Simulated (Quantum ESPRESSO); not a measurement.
The system is Ag.

```
Ag
1.0
     0.00000    2.04275    2.04275
     2.04275    0.00000    2.04275
     2.04275    2.04275    0.00000
Ag
1
Direct
  0.00000 0.00000 0.00000
```

Base run:

| Property | Result |
| --- | --- |
| Program | Quantum ESPRESSO 7.5 |
| Functional | PBEsol |
| Potentials or basis | SG15 PBE 1.2 |
| Cutoff | 952 eV |
| Density cutoff | 3810 eV |
| k mesh | 11 × 11 × 11 |
| Occupations | fermi-dirac, width 0.05 eV |
| Spin | no spin polarisation |

Its results: band gap on the k mesh none (metal or under the smearing width); pressure -3.3 GPa.

Problem. After a change of settings the same cell gave: band gap on the k mesh none (metal or under the smearing width); pressure 4.4 GPa. Which change was it?
A. functional from PBEsol to revTPSS; k mesh from 11 × 11 × 11 to 8 × 8 × 8
B. functional from PBEsol to SCAN; k mesh from 11 × 11 × 11 to 8 × 8 × 8
C. functional from PBEsol to r2SCAN; k mesh from 11 × 11 × 11 to 8 × 8 × 8
D. functional from PBEsol to PBE

Solution. D.

PBE binds less tightly than PBEsol, so the same cell stands under more pressure.

Caveats: the potentials were made for another functional, which shifts forces and pressure (some runs).
